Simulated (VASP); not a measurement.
# Cs2AgBiBr6 (Fm-3m) in VASP: further runs

The runs below take Cs2AgBiBr6 through relaxation of cell and atoms, with RPBE, revPBE, BLYP.

Program: VASP 6.6.1. These are calculated values, not measurements. Logs are shortened: lines on timing, memory, paths and dates and some standing lists are left out, and cuts for length are marked.

### Step 1. The structure

It takes space group Fm-3m (No. 225, cubic). Conventional cell: a = 11.232 Å, b = 11.232 Å, c = 11.232 Å, α = 90.00°, β = 90.00°, γ = 90.00°. Bi (site symmetry m-3m) is surrounded by 6 Br at 2.81 Å. Cs (site symmetry -43m) has 12 Br at 3.97 Å as nearest neighbours. Ag (site symmetry m-3m) has 6 Br at 2.80 Å as nearest neighbours. Br (site symmetry 4mm) is surrounded by 1 Ag at 2.80 Å and 1 Bi at 2.81 Å.

### Step 2. Relaxation of cell and atoms, RPBE

The input, INCAR:

```
SYSTEM = Cs2AgBiBr6
PREC = Accurate
ENCUT = 600
EDIFF = 1E-6
ISMEAR = -1
SIGMA = 0.05
LREAL = .False.
LASPH = .True.
NELM = 60
ALGO = Fast
ISIF = 3
LWAVE = .False.
LCHARG = .False.
GGA = RP
IBRION = 2
NSW = 40
EDIFFG = -0.005
```

The input, KPOINTS:

```
Automatic mesh
0
Gamma
  3 3 3
  0 0 0
```

The input, POSCAR:

```
Cs2AgBiBr6
1.0
    0.0000000000      5.6161000000      5.6161000000
    5.6161000000      0.0000000000      5.6161000000
    5.6161000000      5.6161000000      0.0000000000
Bi Cs Ag Br
1 2 1 6
Direct
    0.0000000000      0.0000000000      0.0000000000
    0.7500000000      0.7500000000      0.7500000000
    0.2500000000      0.2500000000      0.2500000000
    0.5000000000      0.5000000000      0.5000000000
    0.7494500000      0.7494500000      0.2505500000
    0.2505500000      0.2505500000      0.7494500000
    0.7494500000      0.2505500000      0.2505500000
    0.7494500000      0.2505500000      0.7494500000
    0.2505500000      0.7494500000      0.7494500000
    0.2505500000      0.7494500000      0.2505500000
```

Potentials or basis: VASP PAW PBE potentials, release 64 (Bi_d, Cs_sv, Ag, Br).

Command:

```
$ cat potpaw_PBE.64/Bi_d/POTCAR potpaw_PBE.64/Cs_sv/POTCAR potpaw_PBE.64/Ag/POTCAR potpaw_PBE.64/Br/POTCAR > POTCAR
$ mpirun -np 1 vasp_std > vasp.out
```

OUTCAR:

```text
SYSTEM = Cs2AgBiBr6
   PREC = Accurate
   ENCUT = 600
   EDIFF = 1E-6
   ISMEAR = -1
   LREAL = .False.
   LASPH = .True.
   NELM = 60
   ISIF = 3
   GGA = RP
   IBRION = 2
   NSW = 40
   EDIFFG = -0.005

 ion  position               nearest neighbor table
   1  0.000  0.000  0.000-   5 2.81   6 2.81   7 2.81   8 2.81   9 2.81  10 2.81
   2  0.750  0.750  0.750-
   3  0.250  0.250  0.250-
   4  0.500  0.500  0.500-   5 2.80   6 2.80   7 2.80   8 2.80   9 2.80  10 2.80
   5  0.749  0.749  0.251-   4 2.80   1 2.81
   6  0.251  0.251  0.749-   4 2.80   1 2.81
   7  0.749  0.251  0.251-   4 2.80   1 2.81
   8  0.749  0.251  0.749-   4 2.80   1 2.81
   9  0.251  0.749  0.749-   4 2.80   1 2.81
  10  0.251  0.749  0.251-   4 2.80   1 2.81

  LATTYP: Found a face centered cubic cell.
 ALAT       =    11.2322000000

  Lattice vectors:

 A1 = (   0.0000000000,   5.6161000000,   5.6161000000)
 A2 = (   5.6161000000,   0.0000000000,   5.6161000000)
 A3 = (   5.6161000000,   5.6161000000,   0.0000000000)

Analysis of symmetry for initial positions (statically):
=====================================================================
 Subroutine PRICEL returns:
 Original cell was already a primitive cell.

 Routine SETGRP: Setting up the symmetry group for a
 face centered cubic supercell.

 Subroutine GETGRP returns: Found 48 space group operations
 (whereof 48 operations were pure point group operations)
 out of a pool of 48 trial point group operations.

The static configuration has the point symmetry O_h .

Analysis of symmetry for dynamics (positions and initial velocities):
=====================================================================
 Subroutine PRICEL returns:
 Original cell was already a primitive cell.

 Routine SETGRP: Setting up the symmetry group for a
 face centered cubic supercell.

 Subroutine GETGRP returns: Found 48 space group operations
 (whereof 48 operations were pure point group operations)
 out of a pool of 48 trial point group operations.

The dynamic configuration has the point symmetry O_h .

 Subroutine INISYM returns: Found 48 space group operations
 (whereof 48 operations are pure point group operations),
 and found     1 'primitive' translations

----------------------------------------------------------------------------------------

                                     Primitive cell

  volume of cell :     354.2701

  direct lattice vectors                    reciprocal lattice vectors
     0.000000000  5.616100000  5.616100000    -0.089029754  0.089029754  0.089029754
     5.616100000  0.000000000  5.616100000     0.089029754 -0.089029754  0.089029754
     5.616100000  5.616100000  0.000000000     0.089029754  0.089029754 -0.089029754

  length of vectors
     7.942364788  7.942364788  7.942364788     0.154204057  0.154204057  0.154204057

  position of ions in fractional coordinates (direct lattice)
     0.000000000  0.000000000  0.000000000
     0.750000000  0.750000000  0.750000000
     0.250000000  0.250000000  0.250000000
     0.500000000  0.500000000  0.500000000
     0.749450000  0.749450000  0.250550000
     0.250550000  0.250550000  0.749450000
     0.749450000  0.250550000  0.250550000
     0.749450000  0.250550000  0.749450000
     0.250550000  0.749450000  0.749450000
     0.250550000  0.749450000  0.250550000

  ion indices of the primitive-cell ions
   primitive index   ion index
                 1           1
                 2           2
                 3           3
                 4           4
                 5           5
                 6           6
                 7           7
                 8           8
                 9           9
                10          10

----------------------------------------------------------------------------------------

 KPOINTS: Automatic mesh

Automatic generation of k-mesh.
 Grid dimensions read from file:
 generate k-points for:    3    3    3

 Generating k-lattice:

  Cartesian coordinates                     Fractional coordinates (reciprocal lattice)
    -0.029676585  0.029676585  0.029676585     0.333333333  0.000000000  0.000000000
     0.029676585 -0.029676585  0.029676585     0.000000000  0.333333333  0.000000000
     0.029676585  0.029676585 -0.029676585     0.000000000  0.000000000  0.333333333

  Length of vectors
     0.051401352  0.051401352  0.051401352

  Shift w.r.t. Gamma in fractional coordinates (k-lattice)
     0.000000000  0.000000000  0.000000000

 Subroutine IBZKPT returns following result:
 ===========================================

 Found      4 irreducible k-points:

 Following reciprocal coordinates:
            Coordinates               Weight
  0.000000  0.000000  0.000000      1.000000
  0.333333  0.000000  0.000000      8.000000
  0.333333  0.333333  0.000000      6.000000
 -0.333333  0.333333  0.000000     12.000000
   k-points           NKPTS =      4   k-points in BZ     NKDIM =      4   number of bands    NBANDS=     51
   number of dos      NEDOS =    301   number of ions     NIONS =     10
   total plane-waves  NPLWV = 262144
   dimension x,y,z NGX =    64 NGY =   64 NGZ =   64
   dimension x,y,z NGXF=   128 NGYF=  128 NGZF=  128
   ions per type =               1   2   1   6
   NGX,Y,Z   is equivalent  to a cutoff of  13.40, 13.40, 13.40 a.u.
   NGXF,Y,Z  is equivalent  to a cutoff of  26.79, 26.79, 26.79 a.u.
 SYSTEM =  Cs2AgBiBr6
   PREC   = accura    normal or accurate (medium, high low for compatibility)
   ISTART =      0    job   : 0-new  1-cont  2-samecut
   ICHARG =      2    charge: 1-file 2-atom 10-const
   ISPIN  =      1    spin polarized calculation?
   LNONCOLLINEAR =      F non collinear calculations
   LSORBIT =      F    spin-orbit coupling
   LASPH  =      T    aspherical Exc in radial PAW
   ENCUT  =  600.0 eV  44.10 Ry    6.64 a.u.  15.86 15.86 15.86*2*pi/ulx,y,z
   NELM   =     60;   NELMIN=  2; NELMDL= -5     # of ELM steps
   EDIFF  = 0.1E-05   stopping-criterion for ELM
   LREAL  =      F    real-space projection
   EDIFFG = -.5E-02   stopping-criterion for IOM
   NSW    =     40    number of steps for IOM
   IBRION =      2    ionic relax: 0-MD 1-quasi-New 2-CG
   NFREE  =      1    steps in history (QN), initial steepest desc. (CG)
   ISIF   =      3    stress and relaxation
   ISYM   =      2    0-nonsym 1-usesym 2-fastsym
   POTIM  = 0.5000    time-step for ionic-motion
   TEBEG  =    0.0;   TEEND  =   0.0 temperature during run
   PSTRESS=    0.0 pullay stress
   NELECT =      86.0000    total number of electrons
   NUPDOWN=      -1.0000    fix difference up-down
   EMIN   =  10.00;   EMAX   =-10.00  energy-range for DOS
   EFERMI =   0.00;   METHOD = LEGACY
   ISMEAR =    -1;   SIGMA  =   0.05  broadening in eV -4-tet -1-fermi 0-gaus
   EFERMI_NEDOS =   21; number of points for ismear=-14 and -15
   IALGO  =     68    algorithm
   IMIX   =      4    mixing-type and parameters
     AMIX     =   0.40;   BMIX     =  1.00
     AMIX_MAG =   1.60;   BMIX_MAG =  1.00
  volume/ion in A,a.u.               =      35.43       239.07
  Fermi-wavevector in a.u.,A,eV,Ry     =   1.021244  1.929871 14.190049  1.042939
  Thomas-Fermi vector in A             =   2.154858
   LORBIT       =      0    0 simple, 1 ext, 2 COOP (PROOUT), +10 PAW based schemes
   GGA     = RP    functional components
   LHFCALC =     F    Hartree Fock is set to
   AEXX    =    0.0000 exact exchange contribution
   IVDW    =     0    specifies the selected vdW correction
   LEPSILON=     F    determine dielectric tensor
   LRPA    =     F    only Hartree local field effects (RPA)
 conjugate gradient relaxation of ions
 non-spin polarized calculation
 RMM-DIIS sequential band-by-band and
  energy-cutoff  :      600.00
  volume of cell :      354.27
 maximum number of plane-waves:     11862
   NGX = 31   NGY = 31   NGZ = 31

--------------------------------------- Ionic step        1  -------------------------------------------

 number of electron      85.9999996 magnetization

 Free energy of the ion-electron system (eV)
  ---------------------------------------------------
  ext. energy  EPLUGINS =         0.00000000
  ---------------------------------------------------
  free energy    TOTEN  =       -26.82555263 eV

  energy without entropy =      -26.82555263  energy(sigma->0) =      -26.82555263

------------------------ aborting loop because EDIFF is reached ----------------------------------------

  FORCE on cell =-STRESS in cart. coord.  units (eV):
  Direction    XX          YY          ZZ          XY          YZ          ZX
  --------------------------------------------------------------------------------------
  -------------------------------------------------------------------------------------
  Total        7.7889695      7.7889695      7.7889695      0.0000000      0.0000000     -0.0000000
  in kB       35.2254128     35.2254128     35.2254128      0.0000000      0.0000000     -0.0000000
  external PRESSURE =      35.2254128 kB  Pullay stress =       0.0000000 kB
[... 113 lines left out ...]
  FREE ENERGIE OF THE ION-ELECTRON SYSTEM (eV)
  ---------------------------------------------------
  free  energy   TOTEN  =       -27.2998293315 eV

  energy  without entropy=      -27.2998293270  energy(sigma->0) =      -27.29982933

[... ionic steps 4 to 10 ...]

--------------------------------------- Ionic step       11  -------------------------------------------

 number of electron      86.0000007 magnetization

------------------------ aborting loop because EDIFF is reached ----------------------------------------
[... 83 lines left out ...]
--------------------------------------- Ionic step       13  -------------------------------------------

 number of electron      86.0000007 magnetization

 Free energy of the ion-electron system (eV)
  ---------------------------------------------------
  ext. energy  EPLUGINS =         0.00000000
  ---------------------------------------------------
  free energy    TOTEN  =       -27.33696001 eV

  energy without entropy =      -27.33696001  energy(sigma->0) =      -27.33696001

 E-fermi :   0.9361     XC(G=0):  -7.2233

 val. band max:       -0.1069837560   @ k =  -0.3333   0.3333   0.0000
 cond. band min:       1.9572381833   @ k =   0.3333   0.0000   0.0000
 fundamental gap:      2.0642219393
 Fermi energy:         0.9361134525

 k-point     1 :       0.0000    0.0000    0.0000
  band No.  band energies     occupation
      1     -22.7556      2.00000
      2     -22.7556      2.00000
      3     -22.7460      2.00000
      4     -22.7460      2.00000
      5     -22.7460      2.00000
      6     -20.3953      2.00000
[... 43 lines left out ...]
     50       5.5029      0.00000
     51       5.9391      0.00000

 k-point     2 :       0.3333    0.0000    0.0000
  band No.  band energies     occupation
      1     -22.7556      2.00000
      2     -22.7556      2.00000
      3     -22.7460      2.00000
      4     -22.7460      2.00000
      5     -22.7460      2.00000
      6     -20.3946      2.00000
[... 43 lines left out ...]
     50       5.9468      0.00000
     51       6.0160      0.00000

 k-point     3 :       0.3333    0.3333    0.0000
  band No.  band energies     occupation
      1     -22.7556      2.00000
      2     -22.7556      2.00000
      3     -22.7460      2.00000
      4     -22.7460      2.00000
      5     -22.7460      2.00000
      6     -20.3946      2.00000
[... 43 lines left out ...]
     50       6.1639      0.00000
     51       6.3302      0.00000

 k-point     4 :      -0.3333    0.3333    0.0000
  band No.  band energies     occupation
      1     -22.7556      2.00000
      2     -22.7556      2.00000
      3     -22.7460      2.00000
      4     -22.7460      2.00000
      5     -22.7460      2.00000
      6     -20.3940      2.00000
[... 80 lines left out ...]
  FREE ENERGIE OF THE ION-ELECTRON SYSTEM (eV)
  ---------------------------------------------------
  free  energy   TOTEN  =       -27.3369600128 eV

  energy  without entropy=      -27.3369600111  energy(sigma->0) =      -27.33696001

 reached required accuracy - stopping structural energy minimisation
```

Run time: 24 min. Hardware: 1 thread of Intel Xeon 6975P-C (Granite Rapids), shared host; peak memory 0.68 GiB.

Results:

| Property | Result |
| --- | --- |
| Free energy | -27.3370 eV |
| Relaxed volume | 41.06 Å³/atom |
| Relaxed cell | a = 8.343 Å, b = 8.343 Å, c = 8.343 Å, α = 60.00°, β = 60.00°, γ = 60.00° |
| Space group after relaxing (to 0.05 Å) | Fm-3m (No. 225) |
| Energy gained by relaxing | 51.1 meV/atom |
| Ionic steps | 13 |
| Pressure after relaxing | 0.0 GPa |
| Largest force after relaxing | 0.005 eV/Å |
| Band gap on the k mesh | 2.06 eV, indirect (least direct gap 2.54 eV) |

Forces in eV/Å, atoms in the order of the input:
```
Bi   0.000  0.000  0.000
Cs   0.000  0.000  0.000
Cs   0.000  0.000  0.000
Ag   0.000  0.000  0.000
Br   0.000  0.000  0.005
Br   0.000  0.000 -0.005
Br  -0.005  0.000  0.000
Br   0.000  0.005  0.000
Br   0.005  0.000  0.000
Br   0.000 -0.005  0.000
```

The path:
```
step  energy change (eV)  largest force (eV/Å)  pressure (GPa)  volume (Å³)
   1              0.0000                0.2507            3.52       354.27
   2             -0.4675                0.1934            0.40       395.73
   3             -0.4743                0.2502            0.03       402.86
   4             -0.4743                0.2423            0.08       401.85
   5             -0.4902                0.1796            0.06       403.71
   6             -0.5104                0.0263            0.07       408.39
   7             -0.5112                0.0110            0.06       409.54
   8             -0.5112                0.0055            0.06       409.38
   9             -0.5114                0.0078           -0.01       410.93
  10             -0.5114                0.0056            0.00       410.66
  11             -0.5114                0.0053            0.00       410.62
  12             -0.5113                0.0000            0.03       410.00
  13             -0.5114                0.0048            0.00       410.56
```

Final structure:
```cif
data_structure
_symmetry_space_group_name_H-M 'P 1'
_symmetry_Int_Tables_number 1
_cell_length_a 8.3425
_cell_length_b 8.3425
_cell_length_c 8.3425
_cell_angle_alpha 60.000
_cell_angle_beta 60.000
_cell_angle_gamma 60.000
_cell_volume 410.56
loop_
_atom_site_label
_atom_site_type_symbol
_atom_site_fract_x
_atom_site_fract_y
_atom_site_fract_z
_atom_site_occupancy
Bi1 Bi 0.00000 0.00000 0.00000 1
Cs1 Cs 0.75000 0.75000 0.75000 1
Cs2 Cs 0.25000 0.25000 0.25000 1
Ag1 Ag 0.50000 0.50000 0.50000 1
Br1 Br 0.75230 0.75230 0.24770 1
Br2 Br 0.24770 0.24770 0.75230 1
Br3 Br 0.75230 0.24770 0.24770 1
Br4 Br 0.75230 0.24770 0.75230 1
Br5 Br 0.24770 0.75230 0.75230 1
Br6 Br 0.24770 0.75230 0.24770 1
```

Caveat: the volume moved by over 15 % at a fixed basis, so the end points are rough; the PAW data sets were made with another functional, which shifts forces and pressure a little; spin-orbit coupling is left out, which as a rule narrows the gap of such compounds by several tenths of an eV; an odd mesh through Γ misses points on the zone boundary, where band edges often lie.

[end of part 1 of 2]
